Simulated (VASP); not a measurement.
# Rh, nudged elastic band: which settings are enough?

Rh, defect, 15 atoms in the cell. PBE, nudged elastic band; PAW potentials Rh_pv (PBE set). VASP 6.6.1.

Wanted: barrier within 0.02 eV.

Path: a Rh atom hops into a neighbouring Rh vacancy; Moving images: 3.

The series start from Cutoff ENCUT (eV): 250; k mesh: 4 × 4 × 4; SCF threshold EDIFF (eV): 1e-5; PREC: Normal; LREAL: no. Each series keeps the choices made before it, and each single choice may use up half of a tolerance. Times cover all steps of a run.

## Cutoff ENCUT (eV)

| Cutoff ENCUT (eV) | Barrier (eV) | Time (s) |
|---|---|---|
| 200 | 1.618 | 287 |
| 250 | 1.858 | 424 |
| 300 | 1.857 | 438 |
| 350 | 1.856 | 575 |
| 400 (reference) | 1.863 | 645 |

Chosen: 250, the loosest value from which every tighter one stays within half of the tolerance.

## k mesh

| k mesh | Barrier (eV) | Time (s) |
|---|---|---|
| 2 × 2 × 2 | 1.304 | 184 |
| 3 × 3 × 3 | 1.933 | 192 |
| 4 × 4 × 4 | 1.858 | 424 |
| 5 × 5 × 5 (reference) | 1.811 | 639 |

Chosen: 5 × 5 × 5; the next looser run is off by more than half of the tolerance, so convergence isn't shown beyond this value.

## SCF threshold EDIFF (eV)

| SCF threshold EDIFF (eV) | Barrier (eV) | Time (s) |
|---|---|---|
| 0.001 | 1.812 | 456 |
| 0.0001 | 1.810 | 547 |
| 1e-5 | 1.811 | 639 |
| 1e-6 (reference) | 1.811 | 739 |

Chosen: 0.001.

## PREC

| PREC | Barrier (eV) | Time (s) |
|---|---|---|
| Normal | 1.812 | 456 |
| Accurate | 1.811 | 566 |

Chosen: Normal; no other choice that stays within half of the tolerance saves 30 % of the time.

## LREAL

| LREAL | Barrier (eV) | Time (s) |
|---|---|---|
| no | 1.812 | 456 |
| Auto | 1.822 | 480 |

Chosen: no.

## All choices together

| Input | Barrier (eV) | Time (s) |
|---|---|---|
| chosen settings | 1.812 | 456 |
| reference settings throughout | 1.815 | 1250 |

The chosen settings stay within the tolerance of the reference run, but the reference itself isn't shown to be converged in: k mesh.

## The input

INCAR.step1:
```
PREC = Normal ; ENCUT = 250
EDIFF = 0.001 ; ISMEAR = 1
SIGMA = 0.1 ; LREAL = False
LASPH = True ; NELM = 100
ALGO = Normal ; LWAVE = False
LCHARG = False ; IBRION = 2
NSW = 100 ; ISIF = 2
EDIFFG = -0.02 ; POTIM = 0.5
KPAR = 6
```

INCAR.step3:
```
PREC = Normal ; ENCUT = 250
EDIFF = 0.001 ; ISMEAR = 1
SIGMA = 0.1 ; LREAL = False
LASPH = True ; NELM = 100
ALGO = Normal ; LWAVE = False
LCHARG = False ; IBRION = 1
POTIM = 0.3 ; NSW = 100
EDIFFG = -0.05 ; SPRING = -5
IMAGES = 3 ; KPAR = 2
```

KPOINTS:
```
Automatic mesh
0
Gamma
  5 5 5
  0 0 0
```

00/POSCAR:
```
Rh
1.0
   -3.7957000000      3.7957000000      3.7957000000
    3.7957000000     -3.7957000000      3.7957000000
    3.7957000000      3.7957000000     -3.7957000000
Rh
15
Direct
    0.5000000000      0.5000000000      0.0000000000
    0.5000000000      0.0000000000      0.5000000000
    0.0000000000      0.5000000000      0.5000000000
    0.4957130310      0.2478565155      0.2478565155
    0.0000000000      0.7521434845      0.2478565155
    0.0000000000      0.2478565155      0.7521434845
    0.5042869690      0.7521434845      0.7521434845
    0.2478565155      0.4957130310      0.2478565155
    0.7521434845      0.0000000000      0.2478565155
    0.7521434845      0.5042869690      0.7521434845
    0.2478565155      0.0000000000      0.7521434845
    0.2478565155      0.2478565155      0.4957130310
    0.7521434845      0.7521434845      0.5042869690
    0.7521434845      0.2478565155      0.0000000000
    0.2478565155      0.7521434845      0.0000000000
```

01/POSCAR:
```
Rh
1.0
   -3.7957000000      3.7957000000      3.7957000000
    3.7957000000     -3.7957000000      3.7957000000
    3.7957000000      3.7957000000     -3.7957000000
Rh
15
Direct
    0.5098159210      0.5053114646      0.0045054436
    0.5098159210      0.0045054803      0.5053115012
    0.0065468408      0.5032726812      0.5032726812
    0.3814465972      0.1902620161      0.1902620161
    0.0085739055      0.7555894046      0.2529842203
    0.0085739055      0.2529842838      0.7555894681
    0.5122926818      0.7566453998      0.7566453998
    0.2567960390      0.5048478770      0.2539994560
    0.7589650771      0.0057543622      0.2528169897
    0.7589498227      0.5061613110      0.7532086094
    0.2567561747      0.0027773511      0.7518633155
    0.2567960400      0.2539994565      0.5048478775
    0.7589498227      0.7532086089      0.5061613114
    0.7589650772      0.2528169902      0.0057543617
    0.2567561737      0.7518633150      0.0027773507
```

02/POSCAR:
```
Rh
1.0
   -3.7957000000      3.7957000000      3.7957000000
    3.7957000000     -3.7957000000      3.7957000000
    3.7957000000      3.7957000000     -3.7957000000
Rh
15
Direct
    0.5173261190      0.5083459680      0.0089800803
    0.5173261190      0.0089801589      0.5083460466
    0.0129013784      0.5064453963      0.5064453963
    0.2665998365      0.1332999166      0.1332999166
    0.0152993267      0.7579866993      0.2573126978
    0.0152993267      0.2573126195      0.7579866210
    0.5196911310      0.7598508610      0.7598508610
    0.2662640683      0.5127240763      0.2598618849
    0.7676254637      0.0094371767      0.2566561268
    0.7676254615      0.5109695188      0.7581881027
    0.2662633877      0.0064018436      0.7535396506
    0.2662640683      0.2598618843      0.5127240771
    0.7676254628      0.7581881034      0.5109695194
    0.7676254625      0.2566561261      0.0094371761
    0.2662633877      0.7535396514      0.0064018430
```

03/POSCAR:
```
Rh
1.0
   -3.7957000000      3.7957000000      3.7957000000
    3.7957000000     -3.7957000000      3.7957000000
    3.7957000000      3.7957000000     -3.7957000000
Rh
15
Direct
    0.5247283225      0.5110614291      0.0136666151
    0.5247283225      0.0136666765      0.5110614905
    0.0210084800      0.5110031293      0.5110031293
    0.1518291288      0.0754531725      0.0754531725
    0.0234865873      0.7613407681      0.2621468803
    0.0234865873      0.2621468419      0.7613407297
    0.5267538820      0.7633764882      0.7633764882
    0.2765060858      0.5147018486      0.2638541007
    0.7744762935      0.0138509337      0.2608982875
    0.7744610336      0.5135759036      0.7606385762
    0.2765459320      0.0126726104      0.7617592335
    0.2765060859      0.2638541004      0.5147018492
    0.7744610344      0.7606385766      0.5135759041
    0.7744762926      0.2608982872      0.0138509333
    0.2765459318      0.7617592339      0.0126726099
```

04/POSCAR:
```
Rh
1.0
   -3.7957000000      3.7957000000      3.7957000000
    3.7957000000     -3.7957000000      3.7957000000
    3.7957000000      3.7957000000     -3.7957000000
Rh
15
Direct
    0.5333333333      0.5145233117      0.0188100216
    0.5333333333      0.0188100216      0.5145233117
    0.0290466235      0.5145233117      0.5145233117
    0.0376200432      0.0188100216      0.0188100216
    0.0333333333      0.7666666667      0.2666666667
    0.0333333333      0.2666666667      0.7666666667
    0.5333333333      0.7666666667      0.7666666667
    0.2854766883      0.5145233117      0.2666666667
    0.7811899784      0.0188100216      0.2666666667
    0.7811899784      0.5145233117      0.7623799568
    0.2854766883      0.0188100216      0.7709533765
    0.2854766883      0.2666666667      0.5145233117
    0.7811899784      0.7623799568      0.5145233117
    0.7811899784      0.2666666667      0.0188100216
    0.2854766883      0.7709533765      0.0188100216
```

POSCAR.step1:
```
Rh
1.0
   -3.7957000000      3.7957000000      3.7957000000
    3.7957000000     -3.7957000000      3.7957000000
    3.7957000000      3.7957000000     -3.7957000000
Rh
15
Direct
    0.5000000000      0.5000000000      0.0000000000
    0.5000000000      0.0000000000      0.5000000000
    0.0000000000      0.5000000000      0.5000000000
    0.5000000000      0.2500000000      0.2500000000
    0.0000000000      0.7500000000      0.2500000000
    0.0000000000      0.2500000000      0.7500000000
    0.5000000000      0.7500000000      0.7500000000
    0.2500000000      0.5000000000      0.2500000000
    0.7500000000      0.0000000000      0.2500000000
    0.7500000000      0.5000000000      0.7500000000
    0.2500000000      0.0000000000      0.7500000000
    0.2500000000      0.2500000000      0.5000000000
    0.7500000000      0.7500000000      0.5000000000
    0.7500000000      0.2500000000      0.0000000000
    0.2500000000      0.7500000000      0.0000000000
```

POSCAR.step2:
```
Rh
1.0
   -3.7957000000      3.7957000000      3.7957000000
    3.7957000000     -3.7957000000      3.7957000000
    3.7957000000      3.7957000000     -3.7957000000
Rh
15
Direct
    0.5000000000      0.5000000000      0.0000000000
    0.5000000000      0.0000000000      0.5000000000
    0.0000000000      0.5000000000      0.5000000000
    0.0000000000      0.0000000000      0.0000000000
    0.0000000000      0.7500000000      0.2500000000
    0.0000000000      0.2500000000      0.7500000000
    0.5000000000      0.7500000000      0.7500000000
    0.2500000000      0.5000000000      0.2500000000
    0.7500000000      0.0000000000      0.2500000000
    0.7500000000      0.5000000000      0.7500000000
    0.2500000000      0.0000000000      0.7500000000
    0.2500000000      0.2500000000      0.5000000000
    0.7500000000      0.7500000000      0.5000000000
    0.7500000000      0.2500000000      0.0000000000
    0.2500000000      0.7500000000      0.0000000000
```

Commands (each step's output is kept before the next begins):
```
cat potpaw_PBE.64/Rh_pv/POTCAR > POTCAR
cp INCAR.step1 INCAR
cp POSCAR.step1 POSCAR
mpirun -np 6 vasp_std > vasp.out
cp POSCAR.step2 POSCAR
mpirun -np 6 vasp_std > vasp.out
# 00 and 04 hold the relaxed ends; the images between are interpolated (pair-distance (IDPP))
cp INCAR.step3 INCAR
mpirun -np 6 vasp_std > vasp.out
```

Limits: the cell holds 15 atoms, so the vacancy or interstitial meets its own images and the barrier isn't that of a lone defect; the atom stays on the straight, symmetric line between the sites, so the barrier is an upper bound: a way around it wasn't tried.

The chosen input took VASP 6.6.1 456 s on 6 cores (Intel Xeon 6975P-C (Granite Rapids)), a shared host.
